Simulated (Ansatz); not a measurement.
Runs of Ansatz 0.2.0 on Al. Symmetry: Pm-3m, No. 221, cubic system. The conventional cell has a = 2.722 Å, b = 2.722 Å, c = 2.722 Å, α = 90.00°, β = 90.00°, γ = 90.00°. Around Al (site symmetry m-3m) lie 6 Al at 2.72 Å. The cell was built by a generator and needn't be a form met in nature.

```tsv
task	level	cell	cutoff (eV)	gap on the mesh (eV)	pressure (GPa)	relaxed volume (Å³/atom)
relaxation of cell and atoms	PBEsol0	relaxed	420	none	0.0	(b)
single point	PBEsol0	as given	420	none	-1.8	-
relaxation of cell and atoms	PBE0	relaxed	420	none	0.0	19.82
single point	r2SCAN50	as given	500	none	-2.1	-
single point	HF	as given	420	none	4.4	-
relaxation of cell and atoms	HF	relaxed	420	none	0.0	(a)
```

Alike in all rows: potentials or basis Ansatz PAW; no spin polarisation; k mesh 5 × 5 × 5; smearing fermi-dirac 0.05 eV; the mesh is coarse, so values aren't converged.

Estimate the missing entries.

(a) 21.79; (b) 19.57.

Caveats: all runs use coarse meshes; the PAW data sets come from PBE, with cores solved anew for the run's functional, which leaves a small shift of forces and pressure; the plane-wave basis is chosen anew once the cell has moved, so the energies of steps on either side of that aren't comparable (some runs); the thresholds are loose for stress (some runs).

A gap of «none» marks a metal or a gap under the smearing width.
